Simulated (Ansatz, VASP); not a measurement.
Pt in VASP and in Ansatz

```
CELL_PARAMETERS angstrom
-1.58237 1.58237 1.58237
1.58237 -1.58237 1.58237
1.58237 1.58237 -1.58237
ATOMIC_POSITIONS crystal
Pt 0.00000 0.00000 0.00000
```

Alike in both runs: functional PBE; k mesh 18 × 18 × 18; occupations fermi-dirac, width 0.05 eV; non-collinear spin, spin-orbit coupling.

Ansatz relaxed the structure, and its values are those at the end. VASP's run is a single point on that final structure, the one shown.

|  | VASP | Ansatz |
| --- | --- | --- |
| version | VASP 6.6.1 | Ansatz 0.2.0 |
| potentials or method | VASP PAW PBE potentials, release 64 (Pt) | PAW with Ansatz's default frozen-core files, fully relativistic files with spin-orbit coupling |
| plane-wave cutoff (eV) | 520 | 420 |
| valence electrons in the cell | 10 | 18 |

Ansatz gave:

```
pressure (GPa)           : 0.0
net moment per atom (μB) : 0.00
```

Q: Estimate VASP's values.

A: Pressure (GPa): -0.2; net moment per atom (μB): 0.00.

The two sets of potentials don't hold the same shells in valence.
